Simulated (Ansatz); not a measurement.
# Rhodium, simple cubic under BLYP: from relaxation to bulk modulus, part 2 of 2

The plan for rhodium in the simple cubic structure: relax it, solve it on a dense k-mesh, then scale the cell to 7 volumes from 88 to 112 % of the relaxed one and try a fit of the equation of state. Spin polarisation is left out. The k-meshes are 13×13×13 for the relaxation; 20×20×20 for the dense run; 14×14×14 for the volumes.

Ansatz 0.2.0; DFT, BLYP, plane waves (420 eV) with PAW, scalar-relativistic.

## 4. The cell scaled to 88 % of its volume

This is Rh in the simple cubic structure; at room conditions it is fcc.

The input, input.yaml:

```yaml
crystal:
  lattice:
    - [2.4764393796, 0.0, 0.0]
    - [0.0, 2.4764393796, 0.0]
    - [0.0, 0.0, 2.4764393796]
  atoms:
    - { symbol: Rh, position: [0.0, 0.0, 0.0] }
hamiltonian:
  xc: blyp
  pseudopotentials:
    kind: paw
    azcp:
      Rh: "pseudopotentials/Rh.paw.azcp"
basis:
  ecutwfc: 420
  fft_grid_basis: typed
kpoints:
  mp_grid: { grid: [14, 14, 14], shift: [0, 0, 0] }
magnetization:
  spin_polarized: false
scf:
  occupations: { method: fermi_dirac, width: 0.1 }
  lower_state_search: "off"
output:
  stress: true
  write_density: true
  write_potential: true
  elf: true
  volumetric_format: npy
```

Log, shortened:

```text
Warning: RAYON_NUM_THREADS=2 ignored (pool sized by the plan → 2); use --threads N
[...]
Pseudopotentials: kind: paw
Pseudopotential: Rh, paw, valence charge 17, recommended cutoff 420 eV (normal), <dir>
Functional definition: BLYP
[...]
Crystal: 1 atoms, lattice volume = 15.187 Å³
Basis set: ecut = 420 eV, 305 PW (Γ), exchange–correlation on 36×36×36 points (8 copies of the dense FFT grid, shifted against one another)
Bands: 13, of which v1, the nominal top of the filled ones, is band 9 counted from 1 (8 counted from 0)
Symmetry: 48 space group operations
Space group: Pm-3m (ITA 221), of the structure as read, at distance tolerance 2.5e-5 Å
k-points: 120 of 2744
[...]
SCF iter   1: F=—  HF=-6416.447910 eV  |F-HF|=—  |Δ(HF+E_count)|=         —  Δρ=1.75e-2  dr2=5.15e-2  ethr=1.77e-3  ⟨swp⟩=4.9  Hψ=8522  notcnv=0
[...]
SCF iter   6: F=-6416.434741 eV  HF=-6416.434741 eV  |F-HF|=1.66e-10  |Δ(HF+E_count)|=   4.16e-9  Δρ=1.99e-6  dr2=4.73e-10  ethr=3.93e-10  ⟨swp⟩=5.3  Hψ=8648  notcnv=0
[...]
SCF converged after 6 iterations
Free energy (F): -6416.434741 eV
[...]
E sigma→0 (E₀):  -6416.410519 eV
Entropy (-TS):   -0.048443 eV (-48.443 meV/atom)
Fermi energy:    20.343189 eV
[...]
--- Stress (GPa, compression-positive) ---
       26.918733      -0.000000      -0.000000
        0.000000      26.918733       0.000000
        0.000000       0.000000      26.918733
  P = ⅓ Tr σ = 26.9187 GPa (269.187 kbar)
--- Band table (eV; the first three rows and the last of 120) ---
  k-point 0: bands = ["-58.2812", "-25.7093", "-25.7093", "-25.7093", "13.3056", "14.7470", "14.7470", "21.1708", "21.1708", "21.1708", "37.6374", "37.6374", "37.6374"]
[...]
```

Run time: 1 s. Hardware: 2 threads of an x86-64 CPU, shared host; peak memory 0.34 GiB.

## 5. The cell scaled to 92 % of its volume

Changes to input.yaml since step 4:

```diff
@@ -2,5 +2,5 @@
   lattice:
-    - [2.4764393796, 0.0, 0.0]
-    - [0.0, 2.4764393796, 0.0]
-    - [0.0, 0.0, 2.4764393796]
+    - [2.5134066114, 0.0, 0.0]
+    - [0.0, 2.5134066114, 0.0]
+    - [0.0, 0.0, 2.5134066114]
   atoms:
@@ -25,5 +25 @@
   stress: true
-  write_density: true
-  write_potential: true
-  elf: true
-  volumetric_format: npy
```

Log, shortened:

```text
Warning: RAYON_NUM_THREADS=2 ignored (pool sized by the plan → 2); use --threads N
[...]
Pseudopotentials: kind: paw
Pseudopotential: Rh, paw, valence charge 17, recommended cutoff 420 eV (normal), <dir>
Functional definition: BLYP
[...]
Crystal: 1 atoms, lattice volume = 15.878 Å³
Basis set: ecut = 420 eV, 305 PW (Γ), exchange–correlation on 36×36×36 points (8 copies of the dense FFT grid, shifted against one another)
Bands: 13, of which v1, the nominal top of the filled ones, is band 9 counted from 1 (8 counted from 0)
Symmetry: 48 space group operations
Space group: Pm-3m (ITA 221), of the structure as read, at distance tolerance 2.5e-5 Å
k-points: 120 of 2744
[...]
SCF iter   1: F=—  HF=-6416.538495 eV  |F-HF|=—  |Δ(HF+E_count)|=         —  Δρ=1.75e-2  dr2=5.31e-2  ethr=1.77e-3  ⟨swp⟩=4.8  Hψ=8480  notcnv=0
[...]
SCF iter   6: F=-6416.525367 eV  HF=-6416.525367 eV  |F-HF|=2.86e-10  |Δ(HF+E_count)|=   1.31e-8  Δρ=2.33e-6  dr2=7.13e-10  ethr=5.71e-10  ⟨swp⟩=2.2  Hψ=5296  notcnv=0
[...]
SCF converged after 6 iterations
Free energy (F): -6416.525367 eV
[...]
E sigma→0 (E₀):  -6416.499329 eV
Entropy (-TS):   -0.052075 eV (-52.075 meV/atom)
Fermi energy:    19.201206 eV
[...]
--- Stress (GPa, compression-positive) ---
       15.612762      -0.000000       0.000000
       -0.000000      15.612762       0.000000
        0.000000       0.000000      15.612762
  P = ⅓ Tr σ = 15.6128 GPa (156.128 kbar)
```

Run time: 0.7 s. Hardware: 2 threads of an x86-64 CPU, shared host; peak memory 0.33 GiB.

## 6. The cell scaled to 96 % of its volume

Changes to input.yaml since step 5:

```diff
@@ -2,5 +2,5 @@
   lattice:
-    - [2.5134066114, 0.0, 0.0]
-    - [0.0, 2.5134066114, 0.0]
-    - [0.0, 0.0, 2.5134066114]
+    - [2.5493172719, 0.0, 0.0]
+    - [0.0, 2.5493172719, 0.0]
+    - [0.0, 0.0, 2.5493172719]
   atoms:
@@ -25 +25,5 @@
   stress: true
+  write_density: true
+  write_potential: true
+  elf: true
+  volumetric_format: npy
```

Log, shortened:

```text
Warning: RAYON_NUM_THREADS=2 ignored (pool sized by the plan → 2); use --threads N
[...]
Pseudopotentials: kind: paw
Pseudopotential: Rh, paw, valence charge 17, recommended cutoff 420 eV (normal), <dir>
Functional definition: BLYP
[...]
Crystal: 1 atoms, lattice volume = 16.568 Å³
Basis set: ecut = 420 eV, 341 PW (Γ), exchange–correlation on 36×36×36 points (8 copies of the dense FFT grid, shifted against one another)
Bands: 13, of which v1, the nominal top of the filled ones, is band 9 counted from 1 (8 counted from 0)
Symmetry: 48 space group operations
Space group: Pm-3m (ITA 221), of the structure as read, at distance tolerance 2.5e-5 Å
k-points: 120 of 2744
[...]
SCF iter   1: F=—  HF=-6416.585608 eV  |F-HF|=—  |Δ(HF+E_count)|=         —  Δρ=1.74e-2  dr2=5.40e-2  ethr=1.77e-3  ⟨swp⟩=4.8  Hψ=8376  notcnv=0
[...]
SCF iter   6: F=-6416.572798 eV  HF=-6416.572798 eV  |F-HF|=2.92e-10  |Δ(HF+E_count)|=   1.61e-8  Δρ=2.39e-6  dr2=7.93e-10  ethr=5.88e-10  ⟨swp⟩=8.0  Hψ=9644  notcnv=0
[...]
SCF converged after 6 iterations
Free energy (F): -6416.572798 eV
[...]
E sigma→0 (E₀):  -6416.544872 eV
Entropy (-TS):   -0.055852 eV (-55.852 meV/atom)
Fermi energy:    18.154945 eV
[...]
--- Stress (GPa, compression-positive) ---
        6.763370       0.000000       0.000000
        0.000000       6.763370       0.000000
        0.000000       0.000000       6.763370
  P = ⅓ Tr σ = 6.7634 GPa (67.634 kbar)
--- Band table (eV; the first three rows and the last of 120) ---
  k-point 0: bands = ["-60.2255", "-27.7612", "-27.7612", "-27.7612", "11.6808", "13.2118", "13.2118", "18.8623", "18.8623", "18.8623", "34.8129", "34.8129", "34.8129"]
[...]
```

Wall time 0.83 s (2 threads of an x86-64 CPU, shared host); peak memory 0.35 GiB.

## 7. The cell scaled to 100 % of its volume

Changes to input.yaml since step 6:

```diff
@@ -2,5 +2,5 @@
   lattice:
-    - [2.5493172719, 0.0, 0.0]
-    - [0.0, 2.5493172719, 0.0]
-    - [0.0, 0.0, 2.5493172719]
+    - [2.5842437664, 0.0, 0.0]
+    - [0.0, 2.5842437664, 0.0]
+    - [0.0, 0.0, 2.5842437664]
   atoms:
@@ -25,5 +25 @@
   stress: true
-  write_density: true
-  write_potential: true
-  elf: true
-  volumetric_format: npy
```

Log, shortened:

```text
Warning: RAYON_NUM_THREADS=2 ignored (pool sized by the plan → 2); use --threads N
[...]
Pseudopotentials: kind: paw
Pseudopotential: Rh, paw, valence charge 17, recommended cutoff 420 eV (normal), <dir>
Functional definition: BLYP
[...]
Crystal: 1 atoms, lattice volume = 17.258 Å³
Basis set: ecut = 420 eV, 341 PW (Γ), exchange–correlation on 36×36×36 points (8 copies of the dense FFT grid, shifted against one another)
Bands: 13, of which v1, the nominal top of the filled ones, is band 9 counted from 1 (8 counted from 0)
Symmetry: 48 space group operations
Space group: Pm-3m (ITA 221), of the structure as read, at distance tolerance 2.6e-5 Å
k-points: 120 of 2744
[...]
SCF iter   1: F=—  HF=-6416.598828 eV  |F-HF|=—  |Δ(HF+E_count)|=         —  Δρ=1.72e-2  dr2=5.40e-2  ethr=1.77e-3  ⟨swp⟩=4.8  Hψ=8348  notcnv=0
[...]
SCF iter   6: F=-6416.586420 eV  HF=-6416.586420 eV  |F-HF|=1.07e-10  |Δ(HF+E_count)|=   1.71e-8  Δρ=2.13e-6  dr2=6.30e-10  ethr=5.88e-10  ⟨swp⟩=4.0  Hψ=4566  notcnv=0
[...]
SCF converged after 6 iterations
Free energy (F): -6416.586420 eV
[...]
E sigma→0 (E₀):  -6416.556554 eV
Entropy (-TS):   -0.059732 eV (-59.732 meV/atom)
Fermi energy:    17.193653 eV
[...]
--- Stress (GPa, compression-positive) ---
       -0.156900       0.000000       0.000000
        0.000000      -0.156900       0.000000
        0.000000       0.000000      -0.156900
  P = ⅓ Tr σ = -0.1569 GPa (-1.569 kbar)
```

Wall time 0.71 s (2 threads of an x86-64 CPU, shared host); peak memory 0.33 GiB.

## 8. The cell scaled to 104 % of its volume

Changes to input.yaml since step 7:

```diff
@@ -2,5 +2,5 @@
   lattice:
-    - [2.5842437664, 0.0, 0.0]
-    - [0.0, 2.5842437664, 0.0]
-    - [0.0, 0.0, 2.5842437664]
+    - [2.6182508737, 0.0, 0.0]
+    - [0.0, 2.6182508737, 0.0]
+    - [0.0, 0.0, 2.6182508737]
   atoms:
```

Log, shortened:

```text
Warning: RAYON_NUM_THREADS=2 ignored (pool sized by the plan → 2); use --threads N
[...]
Pseudopotentials: kind: paw
Pseudopotential: Rh, paw, valence charge 17, recommended cutoff 420 eV (normal), <dir>
Functional definition: BLYP
[...]
Crystal: 1 atoms, lattice volume = 17.949 Å³
Basis set: ecut = 420 eV, 365 PW (Γ), exchange–correlation on 36×36×36 points (8 copies of the dense FFT grid, shifted against one another)
Bands: 13, of which v1, the nominal top of the filled ones, is band 9 counted from 1 (8 counted from 0)
Symmetry: 48 space group operations
Space group: Pm-3m (ITA 221), of the structure as read, at distance tolerance 2.6e-5 Å
k-points: 120 of 2744
[...]
SCF iter   1: F=—  HF=-6416.585319 eV  |F-HF|=—  |Δ(HF+E_count)|=         —  Δρ=1.67e-2  dr2=5.26e-2  ethr=1.77e-3  ⟨swp⟩=4.9  Hψ=8400  notcnv=0
[...]
SCF iter   6: F=-6416.573625 eV  HF=-6416.573625 eV  |F-HF|=2.78e-10  |Δ(HF+E_count)|=   3.12e-8  Δρ=2.58e-6  dr2=1.02e-9  ethr=5.88e-10  ⟨swp⟩=4.0  Hψ=4632  notcnv=0
[...]
SCF converged after 6 iterations
Free energy (F): -6416.573625 eV
[...]
E sigma→0 (E₀):  -6416.541803 eV
Entropy (-TS):   -0.063644 eV (-63.644 meV/atom)
Fermi energy:    16.307750 eV
[...]
--- Stress (GPa, compression-positive) ---
       -5.555150       0.000000       0.000000
        0.000000      -5.555150       0.000000
       -0.000000       0.000000      -5.555150
  P = ⅓ Tr σ = -5.5551 GPa (-55.551 kbar)
```

It took 0.74 s on 2 threads of an x86-64 CPU, shared host; peak memory 0.34 GiB.

## 9. The cell scaled to 108 % of its volume

Changes to input.yaml since step 8:

```diff
@@ -2,5 +2,5 @@
   lattice:
-    - [2.6182508737, 0.0, 0.0]
-    - [0.0, 2.6182508737, 0.0]
-    - [0.0, 0.0, 2.6182508737]
+    - [2.6513968086, 0.0, 0.0]
+    - [0.0, 2.6513968086, 0.0]
+    - [0.0, 0.0, 2.6513968086]
   atoms:
```

Log, shortened:

```text
Warning: RAYON_NUM_THREADS=2 ignored (pool sized by the plan → 2); use --threads N
[...]
Pseudopotentials: kind: paw
Pseudopotential: Rh, paw, valence charge 17, recommended cutoff 420 eV (normal), <dir>
Functional definition: BLYP
[...]
Crystal: 1 atoms, lattice volume = 18.639 Å³
Basis set: ecut = 420 eV, 365 PW (Γ), exchange–correlation on 36×36×36 points (8 copies of the dense FFT grid, shifted against one another)
Bands: 13, of which v1, the nominal top of the filled ones, is band 9 counted from 1 (8 counted from 0)
Symmetry: 48 space group operations
Space group: Pm-3m (ITA 221), of the structure as read, at distance tolerance 2.7e-5 Å
k-points: 120 of 2744
[...]
SCF iter   1: F=—  HF=-6416.551050 eV  |F-HF|=—  |Δ(HF+E_count)|=         —  Δρ=1.60e-2  dr2=5.02e-2  ethr=1.77e-3  ⟨swp⟩=4.9  Hψ=8376  notcnv=0
[...]
SCF iter   6: F=-6416.540253 eV  HF=-6416.540253 eV  |F-HF|=6.00e-11  |Δ(HF+E_count)|=   2.12e-8  Δρ=1.93e-6  dr2=5.10e-10  ethr=5.88e-10  ⟨swp⟩=4.0  Hψ=4609  notcnv=0
[...]
SCF converged after 6 iterations
Free energy (F): -6416.540253 eV
[...]
E sigma→0 (E₀):  -6416.506478 eV
Entropy (-TS):   -0.067550 eV (-67.550 meV/atom)
Fermi energy:    15.488657 eV
[...]
--- Stress (GPa, compression-positive) ---
       -9.753446       0.000000       0.000000
       -0.000000      -9.753446       0.000000
        0.000000       0.000000      -9.753446
  P = ⅓ Tr σ = -9.7534 GPa (-97.534 kbar)
```

Run time: 0.73 s. Hardware: 2 threads of an x86-64 CPU, shared host; peak memory 0.33 GiB.

## 10. The cell scaled to 112 % of its volume

Changes to input.yaml since step 9:

```diff
@@ -2,5 +2,5 @@
   lattice:
-    - [2.6513968086, 0.0, 0.0]
-    - [0.0, 2.6513968086, 0.0]
-    - [0.0, 0.0, 2.6513968086]
+    - [2.683734103, 0.0, 0.0]
+    - [0.0, 2.683734103, 0.0]
+    - [0.0, 0.0, 2.683734103]
   atoms:
```

Log, shortened:

```text
Warning: RAYON_NUM_THREADS=2 ignored (pool sized by the plan → 2); use --threads N
[...]
Pseudopotentials: kind: paw
Pseudopotential: Rh, paw, valence charge 17, recommended cutoff 420 eV (normal), <dir>
Functional definition: BLYP
[...]
Crystal: 1 atoms, lattice volume = 19.329 Å³
Basis set: ecut = 420 eV, 389 PW (Γ), exchange–correlation on 36×36×36 points (8 copies of the dense FFT grid, shifted against one another)
Bands: 13, of which v1, the nominal top of the filled ones, is band 9 counted from 1 (8 counted from 0)
Symmetry: 48 space group operations
Space group: Pm-3m (ITA 221), of the structure as read, at distance tolerance 2.7e-5 Å
k-points: 120 of 2744
[...]
SCF iter   1: F=—  HF=-6416.500664 eV  |F-HF|=—  |Δ(HF+E_count)|=         —  Δρ=1.53e-2  dr2=4.69e-2  ethr=1.77e-3  ⟨swp⟩=5.0  Hψ=8363  notcnv=0
[...]
SCF iter   6: F=-6416.490930 eV  HF=-6416.490930 eV  |F-HF|=6.18e-11  |Δ(HF+E_count)|=   2.09e-8  Δρ=2.04e-6  dr2=6.49e-10  ethr=5.88e-10  ⟨swp⟩=4.0  Hψ=4616  notcnv=0
[...]
SCF converged after 6 iterations
Free energy (F): -6416.490930 eV
[...]
E sigma→0 (E₀):  -6416.455194 eV
Entropy (-TS):   -0.071472 eV (-71.472 meV/atom)
Fermi energy:    14.728969 eV
[...]
--- Stress (GPa, compression-positive) ---
      -12.999892      -0.000000       0.000000
        0.000000     -12.999892       0.000000
        0.000000       0.000000     -12.999892
  P = ⅓ Tr σ = -12.9999 GPa (-129.999 kbar)
```

Run time: 0.84 s. Hardware: 2 threads of an x86-64 CPU, shared host; peak memory 0.35 GiB.

## 11. Energy and pressure against volume

The cell was scaled evenly, with its shape and the fractional positions fixed.

| V (Å³/atom) | E − E₀ (meV/atom) | P from the stress (GPa) | P from the fit (GPa) |
| --- | --- | --- | --- |
| 15.187 | 146.1 | 26.92 | 26.55 |
| 15.878 | 57.3 | 15.61 | 15.17 |
| 16.568 | 11.8 | 6.76 | 6.31 |
| 17.258 | 0.1 | -0.16 | -0.61 |
| 17.949 | 14.9 | -5.56 | -6.00 |
| 18.639 | 50.2 | -9.75 | -10.21 |
| 19.329 | 101.5 | -13.00 | -13.48 |

A third-order Birch-Murnaghan fit gives V₀ = 17.191 Å³/atom, B₀ = 155 GPa and B₀′ = 5.2; it misses no point by more than 0.04 meV/atom.

The fit is made to E(σ → 0), while the stress belongs to the free energy F; that is one source of the offset between the two pressures.

## 12. Results

The summary covers parts 1 to 2.

| quantity | value |
| --- | --- |
| space group (spins left aside) | Pm-3m (No. 221) |
| conventional cell | a = 2.584 Å |
| volume | 17.258 Å³/atom |
| shortest distance | 2.584 Å |
| gap on the mesh | none (levels filled in part) |
| relative to fcc | +559 meV/atom |
| V₀, B₀, B₀′ | 17.191 Å³/atom, 155 GPa, 5.2 |

**Reading.** From the guessed start the volume grew by 16.2 % in 7 steps. It lies 559 meV/atom above the element's reference form at the same level (fcc, from a run of its own). Levels at the Fermi energy are filled in part, as in a metal. B₀ comes out at 155 GPa. Relaxation kept the symmetry; phonons were not checked.
